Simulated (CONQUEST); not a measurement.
The system is BaTiO3.

```
Ba Ti O
1.0
     3.99980    0.00000    0.00000
     0.00000    3.99980    0.00000
     0.00000    0.00000    4.01800
Ba Ti O
1 1 3
Cartesian
  0.0000 0.0000 0.0000
  1.9999 1.9999 2.0492
  1.9999 0.0000 1.9407
  0.0000 1.9999 1.9407
  1.9999 1.9999 3.9417
```

```yaml
Program: CONQUEST 1.3
Task: single point
Functional: PBE
Potentials_or_basis: PseudoDojo NC PBE, DZP, grid cutoff 150 Ha
k_mesh: 7 × 7 × 7
Occupations: fermi-dirac, width 0.05 eV
Spin: no spin polarisation
```

On this cell: pressure 4.5 GPa; largest force 0.213 eV/Å; band gap on the k mesh 1.78 eV, indirect (least direct gap 1.97 eV).

The same run follows on a disturbed copy (atoms moved at random, drawn with an rms of 0.05 Å):

```
Ba Ti O
1.0
     3.99980    0.00000    0.00000
     0.00000    3.99980    0.00000
     0.00000    0.00000    4.01800
Ba Ti O
1 1 3
Direct
  0.01538 0.99009 0.00387
  0.50035 0.49689 0.50662
  0.50045 0.99631 0.48745
  0.00046 0.51343 0.47837
  0.49304 0.50648 0.97537
```

Q: What changes?

A: The energy moves by +10.4 meV/atom; pressure 5.2 GPa; largest force 0.674 eV/Å; band gap on the k mesh 1.80 eV, indirect (least direct gap 1.98 eV).

Forces on the atoms (eV/Å):
```
Ba  -0.486  0.351 -0.309
Ti   0.191 -0.033  0.223
O    0.088  0.454 -0.080
O   -0.054 -0.438  0.153
O    0.279 -0.337  0.000
```

Stress tensor (GPa, compression positive):
```
 4.33 -0.25  0.27
-0.25  5.03 -0.61
 0.27 -0.61  6.17
```

Caveats: spin-orbit coupling is left out, which moves the levels of the heavy elements; an odd mesh through Γ misses points on the zone boundary, where band edges often lie; the basis of atomic orbitals isn't converged, which shifts pressures, moduli and gaps.
